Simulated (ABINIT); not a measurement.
# AlN (F-43m) in ABINIT: a series of runs, part 2 of 2

ABINIT 10.8.3 (patched build). Earlier steps stand in the parts before.

### Step 4. Equation of state, PBE

The input, run.abi:

```
# Datasets: one volume each
ndtset 7
getwfk -1
scalecart1 3*0.9795861087
scalecart2 3*0.9864848297
scalecart3 3*0.9932883884
scalecart4 3*1.0000000000
scalecart5 3*1.0066227096
scalecart6 3*1.0131594038
scalecart7 3*1.0196128224

# Pseudopotentials
pp_dirpath "./"
pseudos "Al.upf, N.upf"

# Structure
acell 3.0886333121 3.0886333121 3.0886333121 Angstrom
rprim
     0.0000000000     0.7071067812     0.7071067812
     0.7071067812     0.0000000000     0.7071067812
     0.7071067812     0.7071067812     0.0000000000
ntypat 2
znucl 13 7
natom 2
typat 1 2
xred
     0.0000000000     0.0000000000     0.0000000000
     0.2500000000     0.2500000000     0.2500000000

# Plane-wave basis
ecut 42.0

# k points
kptopt 1
ngkpt 10 10 10
nshiftk 1
shiftk 0.0 0.0 0.0

# Exchange and correlation
ixc 11

# Bands and occupations
nband 8
occopt 3
tsmear 0.05 eV

# SCF cycle
nstep 100
tolvrs 1.0e-10

# Output
iomode 3
prtwf 1
prtden 0
prteig 0
prtebands 0
```

Potentials or basis: PseudoDojo NC SR PBE v0.4.1 standard.

Started as:

```sh
$ abinit run.abi > log 2>&1
```

run.abo:

```text
.Version 10.8.3 of ABINIT
 DATASET    1 : space group F-4 3 m (#216); Bravais cF (face-center cubic)
================================================================================
 Values of the parameters that define the memory need for DATASET  1.
     intxc =       0    ionmov =       0      iscf =       7    lmnmax =       6
     lnmax =       6     mgfft =      36  mpssoang =       3    mqgrid =    3001
     natom =       2  nloc_mem =       1    nspden =       1   nspinor =       1
    nsppol =       1      nsym =      24    n1xccc =    2501    ntypat =       2
    occopt =       3   xclevel =       2
       mpw =        1739          nfft =       46656          nkpt =          47
================================================================================
================================================================================
[... 61 lines left out ...]
 DATASET    7 : space group F-4 3 m (#216); Bravais cF (face-center cubic)
================================================================================
 Values of the parameters that define the memory need for DATASET  7.
     intxc =       0    ionmov =       0      iscf =       7    lmnmax =       6
     lnmax =       6     mgfft =      36  mpssoang =       3    mqgrid =    3001
     natom =       2  nloc_mem =       1    nspden =       1   nspinor =       1
    nsppol =       1      nsym =      24    n1xccc =    2501    ntypat =       2
    occopt =       3   xclevel =       2
       mpw =        1956          nfft =       46656          nkpt =          47
================================================================================
================================================================================

--------------------------------------------------------------------------------
------------- Echo of variables that govern the present computation ------------
--------------------------------------------------------------------------------
 -outvars: echo values of preprocessed input variables --------
            acell      5.8366710632E+00  5.8366710632E+00  5.8366710632E+00 Bohr
              amu      2.69815390E+01  1.40067400E+01
             ecut      4.20000000E+01 Hartree
           getwfk          -1
              ixc          11
           jdtset        1    2    3    4    5    6    7
         kptrlatt       10    0    0      0   10    0      0    0   10
          kptrlen1     5.71752189E+01
          kptrlen2     5.75778746E+01
          kptrlen3     5.79749759E+01
[... 124 lines left out ...]
--------------------------------------------------------------------------------

================================================================================

--- !BeginCycle
iteration_state: {dtset: 1, }
solver: {iscf: 7, nstep: 100, nline: 4, wfoptalg: 0, }
tolerances: {tolvrs: 1.00E-10, }
...
[... 1004 lines left out ...]
-Cartesian components of stress tensor (GPa)         [Pressure= -6.4665E+00 GPa]
- sigma(1 1)=  6.46654316E+00  sigma(3 2)=  0.00000000E+00
- sigma(2 2)=  6.46654316E+00  sigma(3 1)=  0.00000000E+00
- sigma(3 3)=  6.46654316E+00  sigma(2 1)=  0.00000000E+00

== END DATASET(S) ==============================================================
================================================================================

 -outvars: echo values of variables after computation  --------
            acell      5.8366710632E+00  5.8366710632E+00  5.8366710632E+00 Bohr
           etotal1    -1.2789271118E+01
           etotal2    -1.2790841438E+01
           etotal3    -1.2791922885E+01
           etotal4    -1.2792560779E+01
           etotal5    -1.2792796126E+01
           etotal6    -1.2792666017E+01
           etotal7    -1.2792204084E+01
            fcart1    -2.6016347911E-31 -2.6016347911E-31  7.8049043732E-31
                       2.6016347911E-31  2.6016347911E-31 -7.8049043732E-31
            fcart2    -2.0667527565E-30 -2.0667527565E-30  6.2002582694E-30
                       2.0667527565E-30  2.0667527565E-30 -6.2002582694E-30
            fcart3    -2.0525964713E-30 -2.0525964713E-30  6.1577894138E-30
                       2.0525964713E-30  2.0525964713E-30 -6.1577894138E-30
            fcart4     4.0776404820E-30  4.0776404820E-30 -1.2232921446E-29
                      -4.0776404820E-30 -4.0776404820E-30  1.2232921446E-29
            fcart5    -2.0254065615E-30 -2.0254065615E-30  6.0762196845E-30
                       2.0254065615E-30  2.0254065615E-30 -6.0762196845E-30
[... 38 lines left out ...]
                       0.0000000000E+00  0.0000000000E+00  0.0000000000E+00
           xangst1     0.0000000000E+00  0.0000000000E+00  0.0000000000E+00
                       1.0697048763E+00  1.0697048763E+00  1.0697048763E+00
           xangst2     0.0000000000E+00  0.0000000000E+00  0.0000000000E+00
                       1.0772382574E+00  1.0772382574E+00  1.0772382574E+00
           xangst3     0.0000000000E+00  0.0000000000E+00  0.0000000000E+00
                       1.0846677216E+00  1.0846677216E+00  1.0846677216E+00
           xangst4     0.0000000000E+00  0.0000000000E+00  0.0000000000E+00
                       1.0919967798E+00  1.0919967798E+00  1.0919967798E+00
           xangst5     0.0000000000E+00  0.0000000000E+00  0.0000000000E+00
                       1.0992287574E+00  1.0992287574E+00  1.0992287574E+00
           xangst6     0.0000000000E+00  0.0000000000E+00  0.0000000000E+00
                       1.1063668064E+00  1.1063668064E+00  1.1063668064E+00
           xangst7     0.0000000000E+00  0.0000000000E+00  0.0000000000E+00
                       1.1134139187E+00  1.1134139187E+00  1.1134139187E+00
             xred      0.0000000000E+00  0.0000000000E+00  0.0000000000E+00
                       2.5000000000E-01  2.5000000000E-01  2.5000000000E-01
 Calculation completed.
```

Run time: 1.9 min. Hardware: 1 thread of Arm Neoverse V1, shared host; peak memory 0.11 GiB.

Results:

```yaml
Equilibrium_volume: 10.65 Å³/atom
Bulk_modulus: 193 GPa
Pressure_derivative_of_the_bulk_modulus: 3.9
```

Energy against volume, from the lowest point:
```csv
volume (Å³/atom),energy (meV/atom)
9.792,47.96
10.001,26.59
10.209,11.88
10.417,3.20
10.626,0.00
10.834,1.77
11.042,8.06
```

Caveat: pressures at fixed basis lie under the slope of the energies.

### Step 5. Equation of state, LDA-Teter

run.abi, as its differences from that of step 4:

```diff
@@ -1,2 +1 @@
-# Datasets: one volume each
 ndtset 7
@@ -11,3 +10,2 @@
 
-# Pseudopotentials
 pp_dirpath "./"
@@ -15,4 +13,3 @@
 
-# Structure
-acell 3.0886333121 3.0886333121 3.0886333121 Angstrom
+acell 5.8366710593 5.8366710593 5.8366710593
 rprim
@@ -29,6 +26,4 @@
 
-# Plane-wave basis
 ecut 42.0
 
-# k points
 kptopt 1
@@ -38,6 +33,4 @@
 
-# Exchange and correlation
-ixc 11
+ixc 1
 
-# Bands and occupations
 nband 8
@@ -46,3 +39,2 @@
 
-# SCF cycle
 nstep 100
@@ -50,3 +42,2 @@
 
-# Output
 iomode 3
@@ -56 +47,2 @@
 prtebands 0
+enunit 1
```

Potentials or basis: PseudoDojo NC SR LDA v0.4.1 standard.

Started as:

```sh
$ abinit run.abi > log 2>&1
```

run.abo:

```text
.Version 10.8.3 of ABINIT
 DATASET    1 : space group F-4 3 m (#216); Bravais cF (face-center cubic)
================================================================================
 Values of the parameters that define the memory need for DATASET  1.
     intxc =       0    ionmov =       0      iscf =       7    lmnmax =       6
     lnmax =       6     mgfft =      36  mpssoang =       3    mqgrid =    3001
     natom =       2  nloc_mem =       1    nspden =       1   nspinor =       1
    nsppol =       1      nsym =      24    n1xccc =    2501    ntypat =       2
    occopt =       3   xclevel =       1
       mpw =        1739          nfft =       46656          nkpt =          47
================================================================================
================================================================================
[... 61 lines left out ...]
 DATASET    7 : space group F-4 3 m (#216); Bravais cF (face-center cubic)
================================================================================
 Values of the parameters that define the memory need for DATASET  7.
     intxc =       0    ionmov =       0      iscf =       7    lmnmax =       6
     lnmax =       6     mgfft =      36  mpssoang =       3    mqgrid =    3001
     natom =       2  nloc_mem =       1    nspden =       1   nspinor =       1
    nsppol =       1      nsym =      24    n1xccc =    2501    ntypat =       2
    occopt =       3   xclevel =       1
       mpw =        1956          nfft =       46656          nkpt =          47
================================================================================
================================================================================
[... 1149 lines left out ...]
           etotal2    -1.2839073851E+01
           etotal3    -1.2839219276E+01
           etotal4    -1.2838960388E+01
           etotal5    -1.2838335615E+01
           etotal6    -1.2837379595E+01
           etotal7    -1.2836123832E+01
            fcart1    -0.0000000000E+00 -0.0000000000E+00 -0.0000000000E+00
                      -0.0000000000E+00 -0.0000000000E+00 -0.0000000000E+00
            fcart2    -0.0000000000E+00 -0.0000000000E+00 -0.0000000000E+00
                      -0.0000000000E+00 -0.0000000000E+00 -0.0000000000E+00
            fcart3    -0.0000000000E+00 -0.0000000000E+00 -0.0000000000E+00
                      -0.0000000000E+00 -0.0000000000E+00 -0.0000000000E+00
            fcart4    -0.0000000000E+00 -0.0000000000E+00 -0.0000000000E+00
                      -0.0000000000E+00 -0.0000000000E+00 -0.0000000000E+00
            fcart5    -0.0000000000E+00 -0.0000000000E+00 -0.0000000000E+00
                      -0.0000000000E+00 -0.0000000000E+00 -0.0000000000E+00
[... 38 lines left out ...]
                       0.0000000000E+00  0.0000000000E+00  0.0000000000E+00
           xangst1     0.0000000000E+00  0.0000000000E+00  0.0000000000E+00
                       1.0697048755E+00  1.0697048755E+00  1.0697048755E+00
           xangst2     0.0000000000E+00  0.0000000000E+00  0.0000000000E+00
                       1.0772382566E+00  1.0772382566E+00  1.0772382566E+00
           xangst3     0.0000000000E+00  0.0000000000E+00  0.0000000000E+00
                       1.0846677208E+00  1.0846677208E+00  1.0846677208E+00
           xangst4     0.0000000000E+00  0.0000000000E+00  0.0000000000E+00
                       1.0919967791E+00  1.0919967791E+00  1.0919967791E+00
           xangst5     0.0000000000E+00  0.0000000000E+00  0.0000000000E+00
                       1.0992287566E+00  1.0992287566E+00  1.0992287566E+00
           xangst6     0.0000000000E+00  0.0000000000E+00  0.0000000000E+00
                       1.1063668056E+00  1.1063668056E+00  1.1063668056E+00
           xangst7     0.0000000000E+00  0.0000000000E+00  0.0000000000E+00
                       1.1134139180E+00  1.1134139180E+00  1.1134139180E+00
             xred      0.0000000000E+00  0.0000000000E+00  0.0000000000E+00
                       2.5000000000E-01  2.5000000000E-01  2.5000000000E-01
 Calculation completed.
```

Run time: 1.9 min. Hardware: 1 thread of Arm Neoverse V1, shared host; peak memory 0.11 GiB.

What came out:

* Equilibrium volume: 10.18 Å³/atom
* Bulk modulus: 210 GPa
* Pressure derivative of the bulk modulus: 3.9

Energy against volume, from the lowest point:
| volume (Å³/atom) | energy (meV/atom) |
| --- | --- |
| 9.792 | 10.03 |
| 10.001 | 1.98 |
| 10.209 | 0.00 |
| 10.417 | 3.52 |
| 10.626 | 12.02 |
| 10.834 | 25.03 |
| 11.042 | 42.12 |

Caveat: pressures at fixed basis lie under the slope of the energies.

### Step 6. Band structure, RPBE

The input, run.abi:

```
ndtset 2

pp_dirpath "./"
pseudos "Al.upf, N.upf"

acell 3*1.0 Angstrom
rprim
     0.0000000000     2.1839935596     2.1839935596
     2.1839935596     0.0000000000     2.1839935596
     2.1839935596     2.1839935596     0.0000000000
ntypat 2
znucl 13 7
natom 2
typat 1 2
xred
     0.0000000000     0.0000000000     0.0000000000
     0.2500000000     0.2500000000     0.2500000000

ecut 42.0

ixc 15

occopt 3
tsmear 0.05 eV

nstep 100

iomode 3
prtwf 0
prteig 0
prtebands 0
enunit 2
prtden1 1

kptopt1 1
ngkpt1 10 10 10
nshiftk1 1
shiftk1 0.0 0.0 0.0
nband1 8
tolvrs1 1.0e-10

iscf2 -2
getden2 1
nband2 12
nbdbuf2 2
tolwfr2 1.0e-12
kptopt2 -9
ndivsm2 6
prteig2 1
kptbounds2
     0.0000000000     0.0000000000     0.0000000000
     0.5000000000     0.0000000000     0.5000000000
     0.5000000000     0.2500000000     0.7500000000
     0.3750000000     0.3750000000     0.7500000000
     0.0000000000     0.0000000000     0.0000000000
     0.5000000000     0.5000000000     0.5000000000
     0.6250000000     0.2500000000     0.6250000000
     0.5000000000     0.2500000000     0.7500000000
     0.5000000000     0.5000000000     0.5000000000
     0.3750000000     0.3750000000     0.7500000000
```

Potentials or basis: PseudoDojo NC SR PBE v0.4.1 standard.

Started as:

```sh
$ abinit run.abi > log 2>&1
```

Wall time 60 s (1 thread of Arm Neoverse V1, shared host); peak memory 0.11 GiB.

It converged, with:

* Free energy: -348.2879 eV
* Pressure: 5.4 GPa
* Band gap on the k mesh: 3.39 eV, indirect (least direct gap 4.25 eV)
* Band gap along the path: 3.39 eV, indirect (least direct gap 4.25 eV)
* Valence electrons inside the program's atomic spheres: Al 1.10; N 5.39

Levels at the corners of the path, in eV from the valence-band top:
```tsv
point	band 1	band 2	band 3	band 4	band 5	band 6	band 7	band 8	band 9
Γ	-14.95	0.00	0.00	0.00	4.25	12.62	12.62	12.62	17.77
X	-12.28	-4.87	-1.77	-1.77	3.39	8.73	13.97	15.74	15.74
W	-12.23	-3.76	-3.41	-2.68	6.10	11.54	12.03	12.17	17.24
K	-12.30	-4.23	-3.61	-1.37	5.23	10.19	13.10	14.21	15.26
Γ	-14.95	0.00	0.00	0.00	4.25	12.62	12.62	12.62	17.77
L	-12.92	-5.82	-0.48	-0.48	7.46	9.89	11.22	11.22	18.07
U	-12.30	-4.23	-3.61	-1.37	5.23	10.19	13.10	14.21	15.26
W	-12.23	-3.76	-3.41	-2.68	6.10	11.54	12.03	12.17	17.24
L	-12.92	-5.82	-0.48	-0.48	7.46	9.89	11.22	11.22	18.07
K	-12.30	-4.23	-3.61	-1.37	5.23	10.19	13.10	14.21	15.26
```

Caveat: the potentials were made for another functional, which shifts forces and pressure. RPBE gaps usually lie below the measured ones, often by a third to a half.

### Step 7. The runs side by side

| task | level | potentials or basis | cutoff (eV) | fine-grid cutoff | gap on the mesh (eV) | V0 of scaled cells (Å³/atom) | B0 (GPa) |
| --- | --- | --- | --- | --- | --- | --- | --- |
| equation of state | LDA | JTH PAW LDA v2.0 | 844 | 1442.2 eV | - | 10.22 | 211 |
| band structure | PBE | JTH PAW PBE v2.0 | 680 | 1278.94 eV | 3.30 | - | - |
| equation of state | PBE | PseudoDojo NC SR PBE v0.4.1 standard | 1143 | - | - | 10.65 | 193 |
| equation of state | LDA-Teter | PseudoDojo NC SR LDA v0.4.1 standard | 1143 | - | - | 10.18 | 210 |
| band structure | RPBE | PseudoDojo NC SR PBE v0.4.1 standard | 1143 | - | 3.39 | - | - |

Alike in all rows: no spin polarisation; cell as given; k mesh 10 × 10 × 10; smearing fermi-dirac 0.05 eV.

Caveats: pressures at fixed basis lie under the slope of the energies (some runs); the potentials were made for another functional, which shifts forces and pressure (some runs).

Total energies depend on the potentials used, so only differences within one code and one set of settings carry meaning.
